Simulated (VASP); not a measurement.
# Settings for Be: energy difference of two geometries

Be, Im-3m (no. 229), 1 atom in the cell. PBEsol, energy difference of two geometries; PAW potentials Be (PBE set). VASP 6.6.1.

Wanted: energy difference within 0.5 meV/atom.

What the run is for: energy difference; Accuracy asked: standard; Second geometry: volume scaled by 0.94.

The series start from Plane-wave cutoff (eV): 320; Smearing width (eV): 0.1; k-point mesh: 20 × 20 × 20; Electronic threshold (eV): 1e-6; Aspherical gradient terms in the spheres (LASPH): yes; Electronic algorithm: ALGO=Normal. Each series keeps the choices made before it, and each single choice may use up half of a tolerance. Times cover all steps of a run.

## Plane-wave cutoff (eV)

| Plane-wave cutoff (eV) | Energy difference (meV/atom) | Time (s) |
|---|---|---|
| 200 | 6.35 | 3.6 |
| 250 | 7.25 | 4.2 |
| 290 | 7.03 | 4.3 |
| 320 | 6.99 | 5.1 |
| 380 | 6.94 | 5.5 |
| 440 | 6.87 | 6.4 |
| 520 | 6.85 | 6.8 |
| 650 (reference) | 6.85 | 15 |

Chosen: 290, the loosest value from which every tighter one stays within half of the tolerance.

## Smearing width (eV)

| Smearing width (eV) | Energy difference (meV/atom) | Time (s) |
|---|---|---|
| 0.4 | 6.94 | 5.1 |
| 0.3 | 7.04 | 5.0 |
| 0.2 | 7.02 | 4.5 |
| 0.15 | 7.02 | 4.4 |
| 0.1 | 7.03 | 4.3 |
| 0.05 (reference) | 7.04 | 5.1 |

Chosen: 0.4.

## k-point mesh

| k-point mesh | Energy difference (meV/atom) | Time (s) |
|---|---|---|
| 6 × 6 × 6 | 5.91 | 2.3 |
| 8 × 8 × 8 | 7.30 | 1.8 |
| 11 × 11 × 11 | 7.51 | 2.4 |
| 13 × 13 × 13 | 6.66 | 2.6 |
| 17 × 17 × 17 | 6.96 | 3.8 |
| 20 × 20 × 20 | 6.94 | 5.1 |
| 24 × 24 × 24 | 6.74 | 6.5 |
| 29 × 29 × 29 (reference) | 6.83 | 9.2 |

Chosen: 13 × 13 × 13.

## Electronic threshold (eV)

| Electronic threshold (eV) | Energy difference (meV/atom) | Time (s) |
|---|---|---|
| 0.001 | 6.66 | 2.8 |
| 0.0001 | 6.66 | 3.5 |
| 1e-5 | 6.66 | 3.0 |
| 1e-6 | 6.66 | 2.6 |
| 1e-7 | 6.66 | 3.3 |
| 1e-8 (reference) | 6.66 | 2.9 |

Chosen: 0.001.

## Aspherical gradient terms in the spheres (LASPH)

| Aspherical gradient terms in the spheres (LASPH) | Energy difference (meV/atom) | Time (s) |
|---|---|---|
| yes | 6.66 | 2.8 |
| no | 6.66 | 1.9 |

Chosen: yes; no would be accurate enough too and is faster here.

## Electronic algorithm

| Electronic algorithm | Energy difference (meV/atom) | Time (s) |
|---|---|---|
| ALGO=Normal | 6.66 | 2.8 |
| ALGO=Fast | 6.66 | 2.3 |
| ALGO=VeryFast | 6.66 | 2.9 |
| ALGO=All ISEARCH=1 | 6.67 | 3.0 |
| ALGO=All ISEARCH=0 | 6.67 | 3.6 |
| ALGO=Damped TIME=0.4 | 6.69 | 2.9 |
| ALGO=Damped TIME=0.1 | 6.76 | 2.7 |
| ALGO=Old Fast | 6.66 | 2.3 |

Chosen: ALGO=Normal; no other choice that stays within half of the tolerance saves 30 % of the time.

## All choices together

| Input | Energy difference (meV/atom) | Time (s) |
|---|---|---|
| the program's defaults (naive) | 7.32 | 1.2 |
| chosen settings | 6.66 | 2.8 |
| reference settings throughout | 6.79 | 43 |

The tolerance is met.

## The input

INCAR:
```
GGA = PS
ISMEAR = 1
SIGMA = 0.4
LWAVE = False
LCHARG = False
ISIF = 2
PREC = Accurate
LASPH = True
LREAL = False
ALGO = Normal
EDIFF = 0.001
NELM = 120
GGA_COMPAT = False
ENCUT = 290
```

KPOINTS:
```
Automatic mesh
0
Gamma
  13 13 13
  0 0 0
```

POSCAR.step1:
```
Be
1.0
   -1.2531209513      1.2531209513      1.2531209513
    1.2531209513     -1.2531209513      1.2531209513
    1.2531209513      1.2531209513     -1.2531209513
Be
1
Direct
    0.0000000000      0.0000000000      0.0000000000
```

POSCAR.step2:
```
Be
1.0
   -1.2275398764      1.2275398764      1.2275398764
    1.2275398764     -1.2275398764      1.2275398764
    1.2275398764      1.2275398764     -1.2275398764
Be
1
Direct
    0.0000000000      0.0000000000      0.0000000000
```

Commands (each step's output is kept before the next begins):
```
cat potpaw_PBE.64/Be/POTCAR > POTCAR
cp POSCAR.step1 POSCAR
mpirun -np 1 vasp_std > vasp.out
cp POSCAR.step2 POSCAR
mpirun -np 1 vasp_std > vasp.out
```

The chosen input took VASP 6.6.1 2.8 s on 1 core (Intel Xeon Platinum 8259CL @ 2.50GHz (Skylake/Cascade Lake)), a shared host.

## An input that fails: one k point for a small cell

It runs to its end, but against the unchanged starting input it is off by 304.79 meV/atom in the energy difference.

k mesh: 20 × 20 × 20 becomes 1 × 1 × 1.

Changes against the starting input:
```
(all steps)
- NELM = 120
+ NELM = 98
```
